Why does the band gap of InSb have a kink at zero strain, when the energy and the stress pass through the same point smoothly? The crystal is stretched or compressed along z while its sides are held, and strain is the fractional change of length along z. Every strained cell is therefore tetragonal, and only the unstrained one is cubic.

Zincblende InSb (cubic a = 6.478 Å, not relaxed at this level) strained along z, with sides and fractional coordinates fixed. Ansatz 0.2.0, plane-wave PAW, r2SCAN, scalar-relativistic, no spin polarisation; cutoff 500 eV, Gamma-centred 10×10×10 k mesh, Gaussian smearing 0.03 eV. Energies are free energies relative to zero strain; pressure is positive in compression.

```
strain  energy change (meV/atom)  tensile stress along pattern (GPa)  pressure (GPa)  gap on mesh (eV)
 -0.02                      10.3                               -3.16            2.78             0.295
-0.015                       7.1                               -2.79            2.50             0.282
 -0.01                       4.3                               -2.42            2.22             0.268
-0.005                       2.0                               -2.05            1.95             0.255
     0                       0.0                               -1.69            1.69             0.242
 0.005                      -1.6                               -1.33            1.44             0.202
  0.01                      -2.8                               -0.98            1.19             0.163
 0.015                      -3.7                               -0.64            0.94             0.123
0.0175                      -4.0                               -0.46            0.82             0.103
  0.02                      -4.2                               -0.29            0.71             0.084
```

The energy comes first, because its steady fall looks odd. A crystal at rest should cost energy whichever way it is deformed, yet here a 2 % stretch lowers the energy by 4.2 meV per atom. The starting cell was not relaxed at this level of theory, and it is squeezed by 1.69 GPa. Stretching lets part of that squeeze go. Some compression remains even in the last row, so the scan ends before the energy reaches a minimum, and its fall is no sign that InSb prefers a tetragonal shape.

This can be checked without adjusting anything. With the sides held, the work per atom is the starting volume $V_0$ times the mean stress times the strain $e$. The stress runs nearly straight, so its mean is close to half the sum of the first and last values, $\sigma_0$ and $\sigma$. For the 2 % stretch, with 1 GPa Å³ equal to 6.2 meV,

$$\Delta E \approx V_0\,\frac{\sigma_0+\sigma}{2}\,e = 33.98\ \text{Å}^3\times\frac{-1.69-0.29}{2}\ \text{GPa}\times 0.02 \approx -4.2\ \text{meV}.$$

The same estimate meets every row to within 0.06 meV per atom, about the last printed digit. That shows that energies and stresses of the calculation agree with each other; it does not test how well the functional describes real InSb.

The energy thus has two parts. The release of the starting squeeze changes sign with the strain, and at 2 % it amounts to about 7 meV per atom. The elastic cost is nearly the same for both signs, about 3 meV per atom at 2 %, and grows roughly with the square of the strain. The stress rises by about 0.7 GPa for each per cent of strain, slightly less on the stretched side, as bonds usually soften when they lengthen. Because the sides are held, this stiffness is not Young's modulus, which describes a bar free to shrink sideways.

The gap behaves differently. Each per cent of stretch narrows it by 79 meV, but each per cent of compression widens it by only 26.5 meV. The two branches are straight and meet at the cubic cell. The smaller changes in the last two rows only reflect a strain step half as wide.

Two effects act together. Longer bonds lower the antibonding s-like conduction edge, so added volume narrows the gap and lost volume widens it. The change of shape acts on the valence top, which in the cubic crystal consists of three p-like states of equal energy. Once z differs from x and y, the z state parts from the x,y pair. One branch must move up whichever sign the strain has, so the splitting always narrows the gap. It adds to the volume effect on stretching and works against it on compression.

A particle in a cubic box shows the same thing. Its first excited level is threefold, and a change of shape at fixed volume splits it in proportion to the strain. The highest of the three levels therefore has a kink at the cube, although each level by itself runs smoothly. The box shares only the symmetry with InSb; it has no bonds and gives no useful size for the splitting.

The table allows a test. If the gap changes at equal stretch and compression are added, the volume effect cancels to first order and the splitting remains. This sum is −53 meV at 1 % and −105 meV at 2 %, so it doubles when the strain doubles. The same sum for the energy quadruples, as an ordinary smooth curve should. The analysis printed below gives these sums and the work estimate for each row.

Which state ends up on top has to be argued, since the characters of the bands were not printed. Stretching turns the bonds towards z, which strengthens the bonding of the z state and lowers it, while the x,y pair rises. The pair should then form the valence top of the stretched crystal, and the z state that of the compressed one.

The size of the gap is less certain than its kink, because two errors pull in opposite directions. Semi-local functionals such as r2SCAN tend to give gaps that are too small. Leaving out spin–orbit coupling makes the gap too large: with atoms this heavy, the coupling is expected to raise the valence top by an energy comparable to the whole 0.242 eV gap of the unstrained cell. A gap close to the measured one would therefore prove little. Spin–orbit coupling also changes how the valence states split, so the two slopes cannot be carried over as they stand.

For anyone who needs the coefficient of this gap for strain along one cube axis, the practical rule is to compute both signs of strain and quote two slopes. A uniform change of volume keeps the crystal cubic and causes no such kink. A single line drawn through zero would average over two different valence states.

Printed output of the fit:

```
Work of the stress and sideways squeeze:
     row  work_meV_per_atom  work_less_energy_meV  sideways_compression_GPa
   -0.02              10.29              -0.01381                      2.59
  -0.015              7.126               0.02611                     2.355
   -0.01              4.358               0.05838                      2.12
  -0.005              1.983              -0.01699                       1.9
     0.0                  0                     0                      1.69
   0.005             -1.601             -0.001253                     1.495
    0.01             -2.831              -0.03135                     1.295
   0.015             -3.706             -0.006211                      1.09
  0.0175              -3.99               0.01012                         1
    0.02             -4.199             0.0006877                      0.92
largest miss of the work estimate in meV per atom: 0.05838
part of the work at 2 % stretch from the starting stress alone, meV per atom: -7.169
part of the energy change at 2 % stretch that changes sign with strain, meV per atom: -7.25
part of the energy change at 2 % that is alike for both signs, meV per atom: 3.05
mean slope of stress on the compressed side in GPa: 73.5
mean slope of stress on the stretched side in GPa: 70
fall of compression along z over the whole scan in GPa: 2.87
fall of sideways compression over the whole scan in GPa: 1.67
gap change per 1 % of added strain, compressed side, meV: -26.5
gap change per 1 % of added strain, stretched side, meV: -79
ratio of the two gap slopes, stretched over compressed: 2.981
sum of gap changes at plus and minus 1 %, meV: -53
sum of gap changes at plus and minus 2 %, meV: -105
growth of the gap sum when strain doubles, factor: 1.981
sum of energy changes at plus and minus 1 %, meV per atom: 1.5
sum of energy changes at plus and minus 2 %, meV per atom: 6.1
growth of the energy sum when strain doubles, factor: 4.067
```
